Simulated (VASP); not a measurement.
# SiC (F-43m): a series in biaxial strain in the (001) plane, part 2 of 2

Strain engineering needs slopes: what does biaxial strain in the (001) plane do to the lattice and the band edges of SiC?

VASP 6.6.1, plane waves and PAW; the level of theory is named at each step.

So far: The structure; Relax the crystal, LDA; Strain along the normal, LDA; Band edges, TB-mBJ; Band edges, r2SCAN.

### 5. Band edges, r2SCAN (continued)

Level of this step: r2SCAN; plane waves and PAW (Si, C); cell typed or built by script (VASP).

From OUTCAR (step 5):

```text
  Total       -0.8243162     -0.8243162      0.3502332      0.0000000      0.0000000      0.0000000
  in kB      -63.4433715    -63.4433715     26.9556447      0.0000000      0.0000000      0.0000000
  external PRESSURE =     -33.3103661 kB  Pullay stress =       0.0000000 kB

 POSITION                                       TOTAL-FORCE (eV/Angst)
 -----------------------------------------------------------------------------------
      0.00000      0.00000      0.00000        -0.000000     -0.000000     -0.000000
      1.10427      1.10427      1.06695         0.000000      0.000000      0.000000
 -----------------------------------------------------------------------------------
    total drift:                                0.000000      0.000000     -0.000000

  FREE ENERGIE OF THE ION-ELECTRON SYSTEM (eV)
  ---------------------------------------------------
  free  energy   TOTEN  =       -59.4054757697 eV

  energy  without entropy=      -59.4054757697  energy(sigma->0) =      -59.40547577

[... 2 parts as in an earlier step ...]

[... 1 further part left out ...]
[key lines of the parts left out:]
E-fermi :   8.3126
```

Numbers from this step:

- energy(sigma→0) of the program: -59.4055 eV
- stress, compression positive: xx, yy, zz -6.34, -6.34, 2.70 GPa

The run ends at a pressure of -3.33 GPa.

### 6. All members

LASPH is off in runs at LDA and on in runs at TB-mBJ and r2SCAN.

Runs beyond LDA use the data sets made with LDA; this shifts their levels slightly, and their total energies have another zero (at TB-mBJ, which has no energy functional, they mean nothing).

The other members went through these steps as far as the tables show, with the same cutoff and, step by step, the same mesh; 38 runs are not shown. The session took 0.54 core hours (wall time by ranks) on a shared machine.

| in-plane strain (%) | strain along the normal (%) | in-plane stress, tension positive (GPa) | energy above the unstrained row (meV/atom) | gap on the mesh, LDA (eV) |
| --- | --- | --- | --- | --- |
| -2.000 | 1.378 | -9.538 | 12.105 | 1.081 |
| -1.500 | 1.041 | -7.031 | 6.807 | 1.133 |
| -1.000 | 0.699 | -4.608 | 3.051 | 1.185 |
| -0.500 | 0.352 | -2.269 | 0.798 | 1.237 |
| 0 | 0.000 | -0.009 | 0.000 | 1.289 |
| 0.500 | -0.354 | 2.180 | 0.616 | 1.204 |
| 1.000 | -0.715 | 4.291 | 2.597 | 1.121 |
| 1.500 | -1.078 | 6.336 | 5.896 | 1.040 |
| 2.000 | -1.447 | 8.310 | 10.489 | 0.960 |

Slopes at zero strain, from cubics through all rows: strain ratio -0.706, stress over strain 445 GPa. For a cubic crystal strained in (001) the ratio is −2C₁₂/C₁₁.

Band edges at TB-mBJ, counted from the valence-band top at Γ, with one row partly withheld:

| in-plane strain (%) | gap (eV) | conduction band at Γ (eV) | Δ or X valley along z (eV) | Δ or X valley along x (eV) | lowest conduction level at L, [111] (eV) | lowest conduction level at L, [-111] (eV) | second valence level below the top (eV) | third valence level below the top (eV) |
| --- | --- | --- | --- | --- | --- | --- | --- | --- |
| -2.000 | 2.119 | 7.438 | 2.442 | 2.119 | 6.370 | 6.370 | 0.000 | 0.276 |
| -1.500 | 2.173 | 7.386 | 2.415 | 2.173 | 6.394 | 6.394 | 0.000 | 0.204 |
| -1.000 | 2.227 | 7.334 | 2.388 | 2.227 | 6.399 | 6.399 | 0.000 | 0.134 |
| -0.500 | 2.281 | 7.280 | 2.361 | 2.281 | 6.385 | 6.385 | 0.000 | 0.066 |
| 0 | 2.334 | 7.226 | 2.334 | 2.334 | 6.355 | 6.355 | 0.000 | 0.000 |
| 0.500 | 2.244 | 7.107 | 2.244 | 2.323 | 6.247 | 6.247 | 0.064 | 0.064 |
| 1.000 | ? | 6.990 | ? | 2.312 | 6.129 | 6.129 | 0.127 | 0.127 |
| 1.500 | 2.068 | 6.873 | 2.068 | 2.303 | 6.002 | 6.002 | 0.188 | 0.188 |
| 2.000 | 1.983 | 6.757 | 1.983 | 2.296 | 5.870 | 5.870 | 0.247 | 0.247 |

Band edges at r2SCAN, counted from the valence-band top at Γ:

| in-plane strain (%) | gap (eV) | conduction band at Γ (eV) | Δ or X valley along z (eV) | Δ or X valley along x (eV) | lowest conduction level at L, [111] (eV) | lowest conduction level at L, [-111] (eV) | second valence level below the top (eV) | third valence level below the top (eV) |
| --- | --- | --- | --- | --- | --- | --- | --- | --- |
| -2.000 | 1.507 | 7.328 | 1.837 | 1.507 | 6.179 | 6.179 | 0.000 | 0.256 |
| -1.500 | 1.560 | 7.268 | 1.806 | 1.560 | 6.209 | 6.209 | 0.000 | 0.189 |
| -1.000 | 1.612 | 7.208 | 1.775 | 1.612 | 6.217 | 6.217 | 0.000 | 0.124 |
| -0.500 | 1.663 | 7.147 | 1.745 | 1.663 | 6.202 | 6.202 | 0.000 | 0.061 |
| 0 | 1.715 | 7.085 | 1.715 | 1.715 | 6.168 | 6.168 | 0.000 | 0.000 |
| 0.500 | 1.626 | 6.963 | 1.626 | 1.707 | 6.058 | 6.058 | 0.059 | 0.059 |
| 1.000 | 1.539 | 6.843 | 1.539 | 1.701 | 5.935 | 5.935 | 0.118 | 0.118 |
| 1.500 | 1.454 | 6.724 | 1.454 | 1.696 | 5.804 | 5.804 | 0.174 | 0.174 |
| 2.000 | 1.371 | 6.606 | 1.371 | 1.692 | 5.667 | 5.667 | 0.229 | 0.229 |

### 7. A fit to the known rows

The quantity to fit is the splitting of the Δ or X valleys (z less x) at TB-mBJ: 0.323, 0.241, 0.160, 0.080, 0.000, -0.079, -0.235, -0.312 eV in the rows shown.

A least-squares parabola through the 8 rows shown, with d the strain along the axis less the strain across it, in %: E = 7.41e-4 d² + 0.09312 d + 4.82e-6 (eV), r.m.s. residual 3.0e-5 eV.

For the withheld row, d = -1.715, the fit gives -0.1575 eV.

### 8. Prediction against calculation

The calculation gives -0.1575 eV, so the prediction is right to the last digit shown.

The splitting is Ξu times d, with d as a fraction, so the linear term gives Ξu = 9.3 eV.

### 9. Results

| Quantity | Value |
| --- | --- |
| ratio of normal to in-plane strain | -0.706 |
| biaxial modulus | 445 GPa |
| gap of the unstrained cell, TB-mBJ | 2.33 eV |
| gap of the unstrained cell, r2SCAN | 1.72 eV |
| shear deformation potential Ξu of the Δ or X valleys | 9.3 eV |
| error of the predicted row | 0.0 meV |
| valence shear potential \|b\|, TB-mBJ | 2.55 eV |

What this shows: As a check, the curvature of the energy gives 445 GPa for the same modulus (energy per volume = M × strain²), 0 % from the slope of the stress. The energy also has a linear term worth 0.13 GPa that the stress column lacks, a mark of the finite basis. At TB-mBJ the lowest conduction valley is Δ or X throughout, and the gap runs between 1.98 and 2.33 eV. At r2SCAN the lowest conduction valley is Δ or X throughout, and the gap runs between 1.37 and 1.72 eV. Without spin-orbit coupling the three valence levels split by 3|b| times the difference of the strains; the rows within 1 % give |b| = 2.55 eV. Hole masses are left out throughout, since the top bands are degenerate or cross in many series; of conduction masses, those of the Γ, L and (for Si and Ge under (001) strain) Δ valleys are kept where they change by under an eighth between rows. A measured gap of unstrained SiC is 2.39 eV (arxiv:2009.14696, band gap at cryogenic temperature, temperature not given); the static gaps here belong to the lattice relaxed at LDA. TB-mBJ is a potential fitted for gaps; it has no energy functional, so its total energies and forces mean nothing, and its bands tend to come out too narrow. r2SCAN opens gaps somewhat over GGA but leaves them below measured values as a rule. Spin-orbit coupling is left out at TB-mBJ and r2SCAN, so the valence splittings there lack it. Δ or X levels are the lowest on their line, refined by a parabola unless they lie at X; the gap is read from all points sampled and can differ from the lowest valley by some meV, or by tens of meV where strain moves the valence top off Γ. Temperature, zero-point motion and excitons are left out.

[Lines on the potential files, build, host, timing and source positions are cut from VASP's logs without a mark.]

[Logs are printed without paths, hosts, clocks, repeated set-up lines and the standing remarks that a program may print on its own settings, such as how far it seeks lower states.]

[Hosts, paths, dates, database ids (printed as entryN), source tags and the programs' standing remarks are cut or masked in the printed files.]

[In band tables of VASP the shares of atoms and orbitals are scaled to a sum of 1 inside the atoms' spheres.]
